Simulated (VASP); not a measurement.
Set up this calculation in VASP 6.6.1, as the native input.

| Property | Result |
| --- | --- |
| Task | single point |
| Functional | PBE |
| Potentials or basis | VASP PAW PBE potentials, release 64 (Mo_sv, S) |
| Cutoff | 520 eV |
| k mesh | 7 × 7 × 7 |
| Occupations | gaussian, width 0.05 eV |
| Spin | collinear spin, typed start |
| Starting moments | [2.0, 0.0, 0.0] μB |
| Hubbard terms | Mo d U = 6.0 eV |
| Dipole correction | no |
| Further INCAR settings | ALGO = Normal; EDIFF = 1e-06; NBANDS = 24 |

The structure of MoS2 lies in POSCAR:

```
MoS2
1.0
    1.5814998900      0.9130793900      6.1233282100
   -1.5814998900      0.9130793900      6.1233282100
    0.0000000000     -1.8261587800      6.1233282100
Mo S
1 2
Direct
    0.0000000000      0.0000000000      0.0000000000
    0.7484000000      0.7484000000      0.7484000000
    0.5849000000      0.5849000000      0.5849000000
```

Measurements of this composition are mostly on another form, of space group No. 194.

The input as run:

INCAR

```
SYSTEM = MoS2
PREC = Accurate
ENCUT = 520
EDIFF = 1E-6
ISMEAR = 0
SIGMA = 0.05
LREAL = .FALSE.
LASPH = .TRUE.
NELM = 150
ALGO = Normal
ISIF = 2
LWAVE = .FALSE.
LCHARG = .FALSE.
ISPIN = 2
MAGMOM = 2 0 0
LORBIT = 11
LMAXMIX = 4
LDAU = .TRUE.
LDAUTYPE = 2
LDAUL = 2 -1
LDAUU = 6 0
LDAUJ = 0 0
LDAUPRINT = 1
GGA = PE
NBANDS = 24
```

KPOINTS

```
Automatic mesh
0
G
  7 7 7
  0 0 0
```

Potentials or basis: VASP PAW PBE potentials, release 64 (Mo_sv, S).

Run with:

```bash
$ cat potpaw_PBE.64/Mo_sv/POTCAR potpaw_PBE.64/S/POTCAR > POTCAR
$ mpirun -np 1 vasp_std > vasp.out
```

Results of the run:

| Item | Value |
| --- | --- |
| Pressure | 13.1 GPa |
| Largest force | 1.714 eV/Å |
| Band gap on the k mesh | 0.94 eV, indirect (least direct gap 2.02 eV) |
| Net moment | 0.00 μB per cell |
| Valence electrons inside the program's atomic spheres | Mo 12.46; S 3.75 |

Caveat: an odd mesh through Γ misses points on the zone boundary, where band edges often lie; forces of over 1 eV/Å show positions far from the minimum, so gaps and moduli don't describe the material at rest.

Wall time 4.8 min on 1 thread of Intel(R) Xeon(R) Platinum 8488C (Sapphire Rapids) (shared host), peak memory 0.43 GiB.
